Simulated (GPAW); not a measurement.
Runs of GPAW 26.7.0 on ZrO2. It takes space group Fm-3m (No. 225, cubic). Conventional cell: a = 5.090 Å, b = 5.090 Å, c = 5.090 Å, α = 90.00°, β = 90.00°, γ = 90.00°. Zr (site symmetry m-3m) has 8 O at 2.20 Å as nearest neighbours. O (site symmetry -43m) is surrounded by 4 Zr at 2.20 Å. Measurements of this composition are mostly on another form, of space group No. 14.

| level | potentials or basis | eigensolver | gap on the mesh (eV) | pressure (GPa) |
| --- | --- | --- | --- | --- |
| vdW-DF2 | GPAW PAW data sets (gpaw-data 1.2.1), pw | - | (b) | - |
| GLLB-SC | the program's PAW data sets (release 1.2.1) made for this functional, pw | - | (a) | - |
| BLYP | PAW data sets generated in the run's folder for this functional, pw | davidson | 3.48 | 7.5 |
| PBEsol | PAW data sets generated in the run's folder for this functional, pw | - | 3.33 | -5.6 |
| TPSS | GPAW PAW data sets (gpaw-data 1.2.1), pw | davidson | 3.51 | -0.7 |
| vdW-DF-cx | GPAW PAW data sets (gpaw-data 1.2.1), pw | - | 3.39 | - |
| AM05 | PAW data sets generated in the run's folder for this functional, pw | - | 3.33 | -5.4 |
| LDA | the program's PAW data sets (release 1.2.1) made for this functional, pw | - | 3.30 | -12.1 |

Alike in all rows: task band structure; no spin polarisation; cell as given; k mesh 9 × 9 × 9; cutoff (eV) 800; smearing fermi-dirac 0.05 eV.

Question: Estimate the missing entries.

Answer: (a) 6.35; (b) 3.54.

Caveats: the PAW data sets were made with another functional, which shifts forces and pressure a little (some runs); the GLLB-SC gap is the Kohn-Sham gap of the path plus the derivative discontinuity (some runs); a model potential gives levels but no total energy (some runs); an odd mesh through Γ misses points on the zone boundary, where band edges often lie (some runs).

A k mesh can miss the band edges, and the runs leave out spin-orbit coupling on Zr.

Runs at the PBE level aren't shown here.
